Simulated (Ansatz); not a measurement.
# Field gradients of SiO2 from run to run

Cell of run 1: a Materials Project structure (computed, not necessarily an observed phase).

```cif
data_SiO2
_symmetry_space_group_name_H-M 'P6_322'
_symmetry_Int_Tables_number 182
_cell_length_a 5.0691
_cell_length_b 5.0691
_cell_length_c 8.5585
_cell_angle_alpha 90.000
_cell_angle_beta 90.000
_cell_angle_gamma 120.000
loop_
_atom_site_label
_atom_site_type_symbol
_atom_site_symmetry_multiplicity
_atom_site_Wyckoff_symbol
_atom_site_fract_x
_atom_site_fract_y
_atom_site_fract_z
Si Si 4 f 0.6667 0.3333 0.9371
O5 O 6 g 0.0000 0.4213 0.0000
O10 O 2 c 0.6667 0.3333 0.7500
```

One atom of each set is listed.

All runs are DFT with Ansatz 0.2.0 (plane waves and PAW, scalar-relativistic unless spin–orbit coupling is named, Γ-centred meshes, Fermi–Dirac smearing where given) in this cell.

Run 1: PBE, atoms as given; 420 eV, 6×6×3 k-points, smearing 0.02 eV.
Run 2: r2SCAN, atoms as given; 500 eV, 6×6×3 k-points, smearing 0.02 eV.
Run 3: HSE06, atoms as given; 420 eV, 4×4×2 k-points, smearing 0.02 eV.

```csv
run,O5 V_zz (η),O10 V_zz (η)
1,9.61 (0.12),10.21 (0.00)
2,9.50 (0.12),10.10 (0.00)
3,?,?
```

V_zz in 10²¹ V/m²; 2 of the 3 sets of like atoms are followed.

Task: Estimate the row of run 3.

Result: O5: 9.76 (0.12); O10: 10.36 (0.00). It lies nearest to run 1, from whose tensors on these sites it differs by 0.15 at most (largest principal value of the difference, on O5).

In run 1 the atoms aren't at the calculated equilibrium (largest force 0.25 eV/Å).
